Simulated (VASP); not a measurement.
# InAs (F-43m) in VASP: a series of runs

The runs below take InAs through relaxation of cell and atoms, with PBE, LDA, PBEsol.

Program: VASP 6.6.1. These are calculated values, not measurements. Logs are shortened: lines on timing, memory, paths and dates and some standing lists are left out, and cuts for length are marked.

**1. Starting point**

It takes space group F-43m (No. 216, cubic). Conventional cell: a = 6.188 Å, b = 6.188 Å, c = 6.188 Å, α = 90.00°, β = 90.00°, γ = 90.00°. In (site symmetry -43m) is surrounded by 4 As at 2.68 Å. As (site symmetry -43m) is surrounded by 4 In at 2.68 Å.

**2. Relaxation of cell and atoms, PBE**

The input, INCAR:

```
SYSTEM = InAs
PREC = Accurate ; ENCUT = 600
EDIFF = 1E-7 ; ISMEAR = 0
SIGMA = 0.03 ; LREAL = .False.
LASPH = .True. ; NELM = 80
ALGO = Normal ; ISIF = 3
LWAVE = .False. ; LCHARG = .False.
GGA = PE ; IBRION = 2
NSW = 90 ; EDIFFG = -0.005
```

The input, KPOINTS:

```
Automatic mesh
0
Gamma
  10 10 10
  0 0 0
```

The input, POSCAR:

```
InAs                                    
1.0
    0.0000000000      3.0941320033      3.0941320033
    3.0941320033      0.0000000000      3.0941320033
    3.0941320033      3.0941320033     -0.0000000000
  In              As            
     1     1
Direct
     0.0000000000000000    0.0000000000000000    0.0000000000000000
     0.2500000000000000    0.2500000000000000    0.2500000000000000
```

Potentials or basis: VASP PAW PBE potentials, release 64 (In_d, As).

Run with:

```
cat potpaw_PBE.64/In_d/POTCAR potpaw_PBE.64/As/POTCAR > POTCAR
mpirun -np 1 vasp_std > vasp.out
```

OUTCAR:

```text
SYSTEM = InAs
   PREC = Accurate
   ENCUT = 600
   EDIFF = 1E-7
   ISMEAR = 0
   LREAL = .False.
   LASPH = .True.
   NELM = 80
   ISIF = 3
   GGA = PE
   IBRION = 2
   NSW = 90
   EDIFFG = -0.005

 ion  position               nearest neighbor table
   1  0.000  0.000  0.000-   2 2.68   2 2.68   2 2.68   2 2.68
   2  0.250  0.250  0.250-   1 2.68   1 2.68   1 2.68   1 2.68

  LATTYP: Found a face centered cubic cell.
 ALAT       =     6.1882640066

  Lattice vectors:

 A1 = (   0.0000000000,   3.0941320033,   3.0941320033)
 A2 = (   3.0941320033,   0.0000000000,   3.0941320033)
 A3 = (   3.0941320033,   3.0941320033,   0.0000000000)

Analysis of symmetry for initial positions (statically):
=====================================================================
 Subroutine PRICEL returns:
 Original cell was already a primitive cell.

 Routine SETGRP: Setting up the symmetry group for a
 face centered cubic supercell.

 Subroutine GETGRP returns: Found 24 space group operations
 (whereof 24 operations were pure point group operations)
 out of a pool of 48 trial point group operations.

The static configuration has the point symmetry T_d .

Analysis of symmetry for dynamics (positions and initial velocities):
=====================================================================
 Subroutine PRICEL returns:
 Original cell was already a primitive cell.

 Routine SETGRP: Setting up the symmetry group for a
 face centered cubic supercell.

 Subroutine GETGRP returns: Found 24 space group operations
 (whereof 24 operations were pure point group operations)
 out of a pool of 48 trial point group operations.

The dynamic configuration has the point symmetry T_d .

 Subroutine INISYM returns: Found 24 space group operations
 (whereof 24 operations are pure point group operations),
 and found     1 'primitive' translations

----------------------------------------------------------------------------------------

                                     Primitive cell

  volume of cell :      59.2443

  direct lattice vectors                    reciprocal lattice vectors
     0.000000000  3.094132003  3.094132003    -0.161596208  0.161596208  0.161596208
     3.094132003  0.000000000  3.094132003     0.161596208 -0.161596208  0.161596208
     3.094132003  3.094132003  0.000000000     0.161596208  0.161596208 -0.161596208

  length of vectors
     4.375763443  4.375763443  4.375763443     0.279892843  0.279892843  0.279892843

  position of ions in fractional coordinates (direct lattice)
     0.000000000  0.000000000  0.000000000
     0.250000000  0.250000000  0.250000000

  ion indices of the primitive-cell ions
   primitive index   ion index
                 1           1
                 2           2

----------------------------------------------------------------------------------------

 KPOINTS: Automatic mesh

Automatic generation of k-mesh.
 Grid dimensions read from file:
 generate k-points for:   10   10   10

 Generating k-lattice:

  Cartesian coordinates                     Fractional coordinates (reciprocal lattice)
    -0.016159621  0.016159621  0.016159621     0.100000000  0.000000000  0.000000000
     0.016159621 -0.016159621  0.016159621     0.000000000  0.100000000  0.000000000
     0.016159621  0.016159621 -0.016159621     0.000000000  0.000000000  0.100000000

  Length of vectors
     0.027989284  0.027989284  0.027989284

  Shift w.r.t. Gamma in fractional coordinates (k-lattice)
     0.000000000  0.000000000  0.000000000

 Subroutine IBZKPT returns following result:
 ===========================================

 Found     47 irreducible k-points:

 Following reciprocal coordinates:
            Coordinates               Weight
  0.000000  0.000000  0.000000      1.000000
  0.100000  0.000000  0.000000      8.000000
  0.200000  0.000000  0.000000      8.000000
  0.300000  0.000000  0.000000      8.000000
  0.400000  0.000000  0.000000      8.000000
  0.500000  0.000000  0.000000      4.000000
[... 16 lines left out ...]
  0.300000  0.300000  0.000000      6.000000
  0.400000  0.300000  0.000000     24.000000
 [... further k-points ...]
   k-points           NKPTS =     47   k-points in BZ     NKDIM =     47   number of bands    NBANDS=     13
   number of dos      NEDOS =    301   number of ions     NIONS =      2
   total plane-waves  NPLWV =  46656
   dimension x,y,z NGX =    36 NGY =   36 NGZ =   36
   dimension x,y,z NGXF=    72 NGYF=   72 NGZF=   72
   ions per type =               1   1
   NGX,Y,Z   is equivalent  to a cutoff of  13.68, 13.68, 13.68 a.u.
   NGXF,Y,Z  is equivalent  to a cutoff of  27.35, 27.35, 27.35 a.u.
 SYSTEM =  InAs
   PREC   = accura    normal or accurate (medium, high low for compatibility)
   ISTART =      0    job   : 0-new  1-cont  2-samecut
   ICHARG =      2    charge: 1-file 2-atom 10-const
   ISPIN  =      1    spin polarized calculation?
   LNONCOLLINEAR =      F non collinear calculations
   LSORBIT =      F    spin-orbit coupling
   LASPH  =      T    aspherical Exc in radial PAW
   ENCUT  =  600.0 eV  44.10 Ry    6.64 a.u.   8.74  8.74  8.74*2*pi/ulx,y,z
   NELM   =     80;   NELMIN=  2; NELMDL= -5     # of ELM steps
   EDIFF  = 0.1E-06   stopping-criterion for ELM
   LREAL  =      F    real-space projection
   EDIFFG = -.5E-02   stopping-criterion for IOM
   NSW    =     90    number of steps for IOM
   IBRION =      2    ionic relax: 0-MD 1-quasi-New 2-CG
   NFREE  =      1    steps in history (QN), initial steepest desc. (CG)
   ISIF   =      3    stress and relaxation
   ISYM   =      2    0-nonsym 1-usesym 2-fastsym
   POTIM  = 0.5000    time-step for ionic-motion
   TEBEG  =    0.0;   TEEND  =   0.0 temperature during run
   PSTRESS=    0.0 pullay stress
   NELECT =      18.0000    total number of electrons
   NUPDOWN=      -1.0000    fix difference up-down
   EMIN   =  10.00;   EMAX   =-10.00  energy-range for DOS
   EFERMI =   0.00;   METHOD = LEGACY
   ISMEAR =     0;   SIGMA  =   0.03  broadening in eV -4-tet -1-fermi 0-gaus
   EFERMI_NEDOS =   21; number of points for ismear=-14 and -15
   IALGO  =     38    algorithm
   IMIX   =      4    mixing-type and parameters
     AMIX     =   0.40;   BMIX     =  1.00
     AMIX_MAG =   1.60;   BMIX_MAG =  1.00
  volume/ion in A,a.u.               =      29.62       199.90
  Fermi-wavevector in a.u.,A,eV,Ry     =   1.100568  2.079772 16.480052  1.211250
  Thomas-Fermi vector in A             =   2.236981
   LORBIT       =      0    0 simple, 1 ext, 2 COOP (PROOUT), +10 PAW based schemes
   GGA     = PE    functional components
   LHFCALC =     F    Hartree Fock is set to
   AEXX    =    0.0000 exact exchange contribution
   IVDW    =     0    specifies the selected vdW correction
   LEPSILON=     F    determine dielectric tensor
   LRPA    =     F    only Hartree local field effects (RPA)
 conjugate gradient relaxation of ions
 non-spin polarized calculation
 Gauss-broadening in eV      SIGMA  =   0.03
  energy-cutoff  :      600.00
  volume of cell :       59.24
 maximum number of plane-waves:      2006
   NGX = 17   NGY = 17   NGZ = 17

 number of electron      17.9999997 magnetization

 Free energy of the ion-electron system (eV)
  ---------------------------------------------------
  ext. energy  EPLUGINS =         0.00000000
  ---------------------------------------------------
  free energy    TOTEN  =        -7.71902006 eV

  energy without entropy =       -7.71897378  energy(sigma->0) =       -7.71899692

 E-fermi :   3.8424     XC(G=0):  -8.7924

 val. band max:        3.8332687754   @ k =   0.0000   0.0000   0.0000
 cond. band min:       4.5766863431   @ k =   0.1000   0.0000   0.0000
 fundamental gap:      0.7434175677
 Fermi energy:         3.8424057932

 k-point     1 :       0.0000    0.0000    0.0000
  band No.  band energies     occupation
      1     -10.4330      2.00000
      2     -10.4330      2.00000
      3     -10.4330      2.00000
      4     -10.3335      2.00000
      5     -10.3335      2.00000
      6      -7.6033      2.00000
      7       3.2865      2.00000
      8       3.8333      1.33334
      9       3.8333      1.33333
     10       3.8333      1.33333
     11       7.7058      0.00000
     12       7.7058      0.00000
     13       7.7058      0.00000

 k-point     2 :       0.1000    0.0000    0.0000
  band No.  band energies     occupation
      1     -10.4425      2.00000
      2     -10.4300      2.00000
      3     -10.4300      2.00000
      4     -10.3335      2.00000
      5     -10.3335      2.00000
      6      -7.5119      2.00000
      7       2.2291      2.00000
      8       3.7195      2.00000
      9       3.7195      2.00000
     10       4.5767      0.00000
     11       7.7416      0.00000
     12       7.8781      0.00000
     13       7.8781      0.00000

 k-point     3 :       0.2000    0.0000    0.0000
  band No.  band energies     occupation
      1     -10.4666      2.00000
      2     -10.4227      2.00000
      3     -10.4227      2.00000
      4     -10.3331      2.00000
      5     -10.3331      2.00000
      6      -7.2528      2.00000
      7       0.8886      2.00000
      8       3.4609      2.00000
      9       3.4609      2.00000
     10       4.9230      0.00000
     11       8.2314      0.00000
     12       8.2314      0.00000
     13       8.2797      0.00000
[... 305 lines left out ...]
 k-point    23 :       0.3000    0.3000    0.0000
  band No.  band energies     occupation
      1     -10.5306      2.00000
      2     -10.3921      2.00000
      3     -10.3921      2.00000
      4     -10.3510      2.00000
      5     -10.3217      2.00000
      6      -6.6324      2.00000
      7      -0.3905      2.00000
      8       2.2721      2.00000
      9       2.2721      2.00000
     10       5.8795      0.00000
     11       6.4210      0.00000
     12      10.5390      0.00000
     13      10.5391      0.00000

 k-point    24 :       0.4000    0.3000    0.0000
  band No.  band energies     occupation
      1     -10.5467      2.00000
      2     -10.3863      2.00000
      3     -10.3845      2.00000
      4     -10.3530      2.00000
      5     -10.3199      2.00000
      6      -6.3328      2.00000
      7      -0.9632      2.00000
      8       1.8500      2.00000
      9       2.0911      2.00000
     10       5.9168      0.00000
     11       6.5294      0.00000
     12      10.2504      0.00000
     13      10.9430      0.00000

 [... further k-points ...]
[... 5 lines left out ...]
  --------------------------------------------------------------------------------------
  -------------------------------------------------------------------------------------
  Total        0.0091287      0.0091287      0.0091287     -0.0000000      0.0000000      0.0000000
  in kB        0.2468717      0.2468717      0.2468717     -0.0000000      0.0000000      0.0000000
  external PRESSURE =       0.2468717 kB  Pullay stress =       0.0000000 kB

 VOLUME and BASIS-vectors are now :
 -----------------------------------------------------------------------------
  energy-cutoff  :      600.00
  volume of cell :       59.24
      direct lattice vectors                 reciprocal lattice vectors
     0.000000000  3.094132003  3.094132003    -0.161596208  0.161596208  0.161596208
     3.094132003  0.000000000  3.094132003     0.161596208 -0.161596208  0.161596208
     3.094132003  3.094132003  0.000000000     0.161596208  0.161596208 -0.161596208

 POSITION                                       TOTAL-FORCE (eV/Angst)
 -----------------------------------------------------------------------------------
      0.00000      0.00000      0.00000         0.000000     -0.000000     -0.000000
      1.54707      1.54707      1.54707        -0.000000      0.000000      0.000000
 -----------------------------------------------------------------------------------
    total drift:                               -0.000000     -0.000000     -0.000000

  FREE ENERGIE OF THE ION-ELECTRON SYSTEM (eV)
  ---------------------------------------------------
  free  energy   TOTEN  =        -7.7190200633 eV

  energy  without entropy=       -7.7189737846  energy(sigma->0) =       -7.71899692

 reached required accuracy - stopping structural energy minimisation
```

It took 33 s on 1 thread of AMD EPYC 9R14 (Zen 4), shared host; peak memory 0.2 GiB.

Results:

* Free energy: -7.7190 eV
* Pressure after relaxing: 0.0 GPa
* Band gap on the k mesh: none (metal or under the smearing width)

Final structure:
```
CELL_PARAMETERS angstrom
0.00000 3.09413 3.09413
3.09413 0.00000 3.09413
3.09413 3.09413 0.00000
ATOMIC_POSITIONS crystal
In 0.00000 0.00000 0.00000
As 0.25000 0.25000 0.25000
```

Caveat: the relaxation stopped at its first step, so nothing moved; this crystal is a semiconductor, whose small gap the functional closes, so the metal is an error of the method.

(Continued in part 2 of 2.)
